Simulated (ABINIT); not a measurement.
# Pt (Im-3m) in ABINIT: band structure with PBEsol

Aim: the band structure of Pt with PBEsol.

Program: ABINIT 10.8.3 (patched build). These are calculated values, not measurements. Logs are shortened: lines on timing, memory, paths and dates and some standing lists are left out, and cuts for length are marked. The log counts tension as positive stress, the text compression.

## Step 1: The crystal as given

It takes space group Im-3m (No. 229, cubic). The conventional cell has a = 3.168 Å, b = 3.168 Å, c = 3.168 Å, α = 90.00°, β = 90.00°, γ = 90.00°. Around Pt (site symmetry m-3m) lie 8 Pt at 2.74 Å.

This isn't the form of Pt at room conditions, which is fcc.

## Step 2: Band structure, PBEsol

run.abi

```
# Datasets: ground state, then fixed potential
ndtset 2

# Pseudopotentials
pp_dirpath "./"
pseudos "Pt.upf"

# Structure
acell 5.1853131122 5.1853131122 5.1853131122
rprim
    -0.5773502692     0.5773502692     0.5773502692
     0.5773502692    -0.5773502692     0.5773502692
     0.5773502692     0.5773502692    -0.5773502692
ntypat 1
znucl 78
natom 1
typat 1
xred
     0.0000000000     0.0000000000     0.0000000000

# Plane-wave basis
ecut 42.0

# Exchange and correlation
ixc -116133

# Bands and occupations
occopt 3
tsmear 0.00183747

# SCF cycle
nstep 100

# Output
iomode 3
prtwf 0
prteig 0
prtebands 0
enunit 1
prtden1 1
prtvha1 1
prtvclmb1 1
prtpot1 1
prtelf1 1

# Dataset 1
kptopt1 1
ngkpt1 12 12 12
nshiftk1 1
shiftk1 0.0 0.0 0.0
nband1 13
tolvrs1 1.0e-10

# Dataset 2: bands along G-H-N-G-P-H
iscf2 -2
getden2 1
nband2 19
nbdbuf2 4
tolwfr2 1.0e-11
kptopt2 -5
ndivsm2 5
prteig2 1
kptbounds2
     0.0000000000     0.0000000000     0.0000000000
     0.5000000000    -0.5000000000     0.5000000000
     0.0000000000     0.0000000000     0.5000000000
     0.0000000000     0.0000000000     0.0000000000
     0.2500000000     0.2500000000     0.2500000000
     0.5000000000    -0.5000000000     0.5000000000
```

Potentials or basis: PseudoDojo NC SR PBEsol v0.4.1 standard.

Command:

```console
> abinit run.abi > log 2>&1
```

run.abo:

```text
.Version 10.8.3 of ABINIT
 DATASET    1 : space group Im -3 m (#229); Bravais cI (body-center cubic)
================================================================================
 Values of the parameters that define the memory need for DATASET  1.
     intxc =       0    ionmov =       0      iscf =       7    lmnmax =       8
     lnmax =       8     mgfft =      32  mpssoang =       4    mqgrid =    3001
     natom =       1  nloc_mem =       1    nspden =       1   nspinor =       1
    nsppol =       1      nsym =      48    n1xccc =    2501    ntypat =       1
    occopt =       3   xclevel =       2
       mpw =        1427          nfft =       32768          nkpt =          72
================================================================================
================================================================================

 DATASET    2 : space group Im -3 m (#229); Bravais cI (body-center cubic)
================================================================================
 Values of the parameters that define the memory need for DATASET  2.
     intxc =       0    ionmov =       0      iscf =      -2    lmnmax =       8
     lnmax =       8     mgfft =      32  mpssoang =       4    mqgrid =    3001
     natom =       1  nloc_mem =       1    nspden =       1   nspinor =       1
    nsppol =       1      nsym =      48    n1xccc =    2501    ntypat =       1
    occopt =       3   xclevel =       2
       mpw =        1429          nfft =       32768          nkpt =          30
================================================================================
================================================================================

--------------------------------------------------------------------------------
------------- Echo of variables that govern the present computation ------------
--------------------------------------------------------------------------------
 -outvars: echo values of preprocessed input variables --------
            acell      5.1853131122E+00  5.1853131122E+00  5.1853131122E+00 Bohr
              amu      1.95080000E+02
             ecut      4.20000000E+01 Hartree
           enunit           1
           getden1          0
           getden2          1
             iscf1          7
             iscf2         -2
                       outvar_i_n : Printing only first  50 k-points.
              ixc     -116133
           jdtset        1    2
                       outvar_i_n : Printing only first  50 k-points.
           kptopt1          1
           kptopt2         -5
         kptrlatt       12    0    0      0   12    0      0    0   12
          kptrlen1     6.22237573E+01
          kptrlen2     3.00000000E+01
            natom           1
            nband1         13
            nband2         19
           nbdbuf1          0
           nbdbuf2          4
           ndtset           2
           ndivsm1          0
           ndivsm2          5
            ngfft          32      32      32
[... 467 lines left out ...]
lattice_angles: [109.471, 109.471, 109.471, ] # degrees, (23, 13, 12)
lattice_volume:   1.0732554E+02
convergence: {deltae:  0.000E+00, res2:  0.000E+00, residm:  9.903E-12, diffor:  0.000E+00, }
etotal    :  -1.30552193E+02
entropy   :   0.00000000E+00
fermie    :   5.43525543E-01
cartesian_stress_tensor: null
pressure_GPa: null
xred      :
- [  0.0000E+00,   0.0000E+00,   0.0000E+00, Pt]
cartesian_forces: null
force_length_stats: {min: null, max: null, mean: null, }
...

 Integrated electronic density in atomic spheres:
 ------------------------------------------------
 Atom  Sphere_radius  Integrated_density
    1        2.00000         14.44271677
================================================================================

 ----iterations are completed or convergence reached----

 Mean square residual over all n,k,spin=   41.904E-13; max=  99.035E-13
 reduced coordinates (array xred) for    1 atoms
       0.000000000000      0.000000000000      0.000000000000

 cartesian coordinates (angstrom) at end:
    1      0.00000000000000     0.00000000000000     0.00000000000000
 length scales=  5.185313112200  5.185313112200  5.185313112200 bohr
              =  2.743949528511  2.743949528511  2.743949528511 angstroms
 Eigenvalues (   eV  ) for nkpt=  30  k points:
 kpt#   1, nband= 19, wtk=  1.00000, kpt=  0.0000  0.0000  0.0000 (reduced coord)
 -83.38660  -37.28546  -37.28546  -37.28546    5.34531   11.40023   11.40023   11.40023
  13.89647   13.89647   31.87048   31.87048   31.87048   41.73821   41.73821   42.13417
  42.13417   42.13417   49.05684
 kpt#   2, nband= 19, wtk=  1.00000, kpt=  0.0714 -0.0714  0.0714 (reduced coord)
 -83.38383  -37.31079  -37.29965  -37.29965    5.75698   11.40980   11.40980   11.56232
  13.56629   14.01755   31.86803   32.44928   32.44928   37.09235   41.03765   41.03765
  42.74911   45.37117   48.49084
 kpt#   3, nband= 19, wtk=  1.00000, kpt=  0.1429 -0.1429  0.1429 (reduced coord)
 -83.37619  -37.37571  -37.33977  -37.33977    6.91053   11.50558   11.50558   12.03114
  12.70421   14.30493   31.96403   32.79161   33.68294   33.68294   38.80672   38.80672
  45.51521   46.65192   47.00485
 kpt#   4, nband= 19, wtk=  1.00000, kpt=  0.2143 -0.2143  0.2143 (reduced coord)
 -83.36552  -37.45404  -37.39858  -37.39858    8.49293   11.59118   11.83059   11.83059
  12.75133   14.63389   29.98870   32.25926   32.68132   32.68132   39.18640   39.18640
  45.16117   45.88337   48.94795
 kpt#   5, nband= 19, wtk=  1.00000, kpt=  0.2857 -0.2857  0.2857 (reduced coord)
[... 89 lines left out ...]
  14.26752   20.83588   22.56942   22.56942   34.79262   35.05968   35.05968   42.13587
  44.81265   49.26740   49.26740
 kpt#  28, nband= 19, wtk=  1.00000, kpt=  0.4167 -0.2500  0.4167 (reduced coord)
 -83.34357  -37.58640  -37.58640  -37.45700    9.71258    9.71258   12.03798   14.70148
  14.70148   21.38291   22.69386   22.69386   33.92998   33.98723   33.98723   41.14286
  44.39668   51.07602   51.07614
 kpt#  29, nband= 19, wtk=  1.00000, kpt=  0.4583 -0.3750  0.4583 (reduced coord)
 -83.33791  -37.58513  -37.58513  -37.54667    9.07453    9.07453   14.21012   15.17288
  15.17288   21.98063   22.56498   22.56498   29.71262   33.69788   33.69788   40.60276
  48.10932   51.23893   51.23894
 kpt#  30, nband= 19, wtk=  1.00000, kpt=  0.5000 -0.5000  0.5000 (reduced coord)
 -83.33566  -37.58381  -37.58381  -37.58381    8.83705    8.83705   15.38285   15.38285
  15.38285   22.44136   22.44136   22.44136   27.46992   33.70152   33.70152   40.21791
  50.96500   50.96500   50.96500

== END DATASET(S) ==============================================================
================================================================================

 -outvars: echo values of variables after computation  --------
            acell      5.1853131122E+00  5.1853131122E+00  5.1853131122E+00 Bohr
           etotal1    -1.3055219270E+02
            fcart1    -0.0000000000E+00 -0.0000000000E+00 -0.0000000000E+00
            rprim     -5.7735026920E-01  5.7735026920E-01  5.7735026920E-01
                       5.7735026920E-01 -5.7735026920E-01  5.7735026920E-01
                       5.7735026920E-01  5.7735026920E-01 -5.7735026920E-01
           strten1     3.9725496860E-04  3.9725496860E-04  3.9725496860E-04
                       0.0000000000E+00  0.0000000000E+00  0.0000000000E+00
 Calculation completed.
```

Wall time 34 s (1 thread of Arm Neoverse V2, shared host); peak memory 0.1 GiB.

What came out:

```yaml
Free_energy: -3552.5061 eV
Pressure: -11.7 GPa
Band_gap_on_the_k_mesh: none (metal or under the smearing width)
Valence_electrons_inside_the_program's_atomic_spheres: Pt 14.44 (radii [1.0584] Å)
```

Levels at the corners of the path, in eV from the Fermi level:
| point | band 5 | band 6 | band 7 | band 8 | band 9 | band 10 | band 11 | band 12 | band 13 | band 14 |
| --- | --- | --- | --- | --- | --- | --- | --- | --- | --- | --- |
| Γ | -9.44 | -3.39 | -3.39 | -3.39 | -0.89 | -0.89 | 17.08 | 17.08 | 17.08 | 26.95 |
| H | -5.95 | -5.95 | 0.59 | 0.59 | 0.59 | 7.65 | 7.65 | 7.65 | 12.68 | 18.91 |
| N | -6.47 | -4.80 | -1.08 | -0.57 | 0.27 | 1.11 | 6.27 | 13.26 | 15.80 | 23.91 |
| Γ | -9.44 | -3.39 | -3.39 | -3.39 | -0.89 | -0.89 | 17.08 | 17.08 | 17.08 | 26.95 |
| P | -4.19 | -4.19 | -4.19 | -0.51 | -0.51 | 4.73 | 9.38 | 9.38 | 9.38 | 27.82 |
| H | -5.95 | -5.95 | 0.59 | 0.59 | 0.59 | 7.65 | 7.65 | 7.65 | 12.68 | 18.91 |

Caveat: spin-orbit coupling is left out, which moves the levels of the heavy elements.
